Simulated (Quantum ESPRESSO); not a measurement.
## BN under changes of volume

One of the cells (8.967 Å³/atom); the others are scaled copies at fixed shape and fractional positions:

```
N B
1.0
     2.49824    0.00000    0.00000
    -1.24912    2.16354    0.00000
     0.00000    0.00000    6.63570
N B
2 2
Direct
  0.66667 0.33333 0.25000
  0.33333 0.66667 0.75000
  0.66667 0.33333 0.75000
  0.33333 0.66667 0.25000
```

```yaml
Program: Quantum ESPRESSO 7.5
Functional: LDA
Potentials_or_basis: GBRV 1.5 LDA
Cutoff: 612 eV
Density_cutoff: 4898 eV
k_mesh: 12 × 12 × 4
Occupations: fermi-dirac, width 0.05 eV
Spin: no spin polarisation
```

```csv
volume (Å³/atom),energy over the lowest point (meV/atom),pressure (GPa),gap on the mesh (eV)
8.429,20.39,14.8,4.15
8.608,7.22,8.6,4.13
8.787,0.62,3.0,4.11
8.967,0.00,-2.1,4.09
9.146,4.84,-6.7,4.07
9.325,?,?,?
9.505,29.06,-14.9,4.03
```

What does the run at 9.325 Å³/atom give?

Energy over the lowest point 14.67 meV/atom; pressure -11.0 GPa; gap on the mesh 4.05 eV.

Worked out: A Birch-Murnaghan fit of order 3 (a polynomial in V^(-2/3)) to the other rows has its minimum at 8.90 Å³/atom with B0 = V·E''(V) = 251 GPa and B' = 3.6 at fixed shape and positions, which overstates the stiffness. It gives 14.64 meV/atom at 9.325 Å³/atom, against the run's 14.67, and -dE/dV = -10.9 GPa, against -11.0. A straight line through the other rows of the gap, of slope -0.999 eV per unit of ln V, gives 4.05 eV, against the run's 4.05.

Energies are extrapolated to zero smearing.

A mesh can miss the band edges.
